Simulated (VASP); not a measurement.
# InAs: band structure with AM05

**Measured values to compare with.**

From a printed reference work, data compilation, for a bulk crystal of InAs at 4.2 K: band gap 0.418 eV (direct).

Crystal: InAs.

```
In As
1.0
     0.00000    3.01800    3.01800
     3.01800    0.00000    3.01800
     3.01800    3.01800    0.00000
In As
1 1
Direct
  0.00000 0.00000 0.00000
  0.75000 0.75000 0.75000
```

```yaml
Program: VASP 6.6.1
Task: band structure
Functional: AM05
Potentials_or_basis: VASP PAW PBE potentials, release 64 (In_d, As)
Cutoff: 520 eV
k_mesh: 8 × 8 × 8
Occupations: fermi-dirac, width 0.05 eV
Spin: no spin polarisation
Further_INCAR_settings: ALGO = Fast; EDIFF = 1e-06; NBANDS = 16
```

```yaml
Pressure: 1.9 GPa
Band_gap_along_the_path: none (metal or under the smearing width)
```

Levels at the corners of the path, in eV from the Fermi level:
```
point  band 5  band 6  band 7  band 8  band 9  band 10  band 11  band 12  band 13  band 14
    Γ  -14.29  -11.95   -0.24   -0.05   -0.05    -0.05     3.83     3.83     3.83     7.48
    X  -14.26   -9.90   -5.94   -2.40   -2.40     1.50     2.01     9.18     9.24     9.24
    X  -14.26   -9.90   -5.94   -2.40   -2.40     1.50     2.01     9.18     9.24     9.24
    W  -14.28   -9.85   -5.80   -3.03   -2.95     4.17     4.26     4.95     6.03     9.81
    W  -14.28   -9.85   -5.80   -3.03   -2.95     4.17     4.26     4.95     6.03     9.81
    K  -14.27   -9.92   -5.81   -3.35   -2.02     2.06     4.23     7.27     7.37     7.77
    K  -14.27   -9.92   -5.81   -3.35   -2.02     2.06     4.23     7.27     7.37     7.77
    Γ  -14.29  -11.95   -0.24   -0.05   -0.05    -0.05     3.83     3.83     3.83     7.48
    Γ  -14.29  -11.95   -0.24   -0.05   -0.05    -0.05     3.83     3.83     3.83     7.48
    L  -14.28  -10.45   -5.86   -1.05   -1.05     0.90     4.62     4.62     6.84     9.03
    L  -14.28  -10.45   -5.86   -1.05   -1.05     0.90     4.62     4.62     6.84     9.03
    U  -14.27   -9.92   -5.81   -3.35   -2.02     2.06     4.23     7.27     7.37     7.77
    U  -14.27   -9.92   -5.81   -3.35   -2.02     2.06     4.23     7.27     7.37     7.77
    W  -14.28   -9.85   -5.80   -3.03   -2.95     4.17     4.26     4.95     6.03     9.81
    W  -14.28   -9.85   -5.80   -3.03   -2.95     4.17     4.26     4.95     6.03     9.81
    L  -14.28  -10.45   -5.86   -1.05   -1.05     0.90     4.62     4.62     6.84     9.03
    L  -14.28  -10.45   -5.86   -1.05   -1.05     0.90     4.62     4.62     6.84     9.03
    K  -14.27   -9.92   -5.81   -3.35   -2.02     2.06     4.23     7.27     7.37     7.77
    U  -14.27   -9.92   -5.81   -3.35   -2.02     2.06     4.23     7.27     7.37     7.77
    X  -14.26   -9.90   -5.94   -2.40   -2.40     1.50     2.01     9.18     9.24     9.24
```

It took 48 s on 1 thread of Intel(R) Xeon(R) Platinum 8488C (Sapphire Rapids), with other jobs on the host, peak memory 0.19 GiB.

Against the measured gap of InAs, 0.418 eV (direct; 4.2 K; a printed reference work, data compilation), the calculated 0.00 eV is off by -0.42 eV. Spin-orbit coupling on As, In is left out. The value is that of AM05, without temperature or zero-point motion. Semilocal functionals fall short of measured gaps as a rule.

Caveat: the PAW data sets were made with another functional, which shifts forces and pressure a little; spin-orbit coupling is left out, which moves the levels of the heavy elements; this crystal is a semiconductor, whose small gap the functional closes, so the metal is an error of the method.
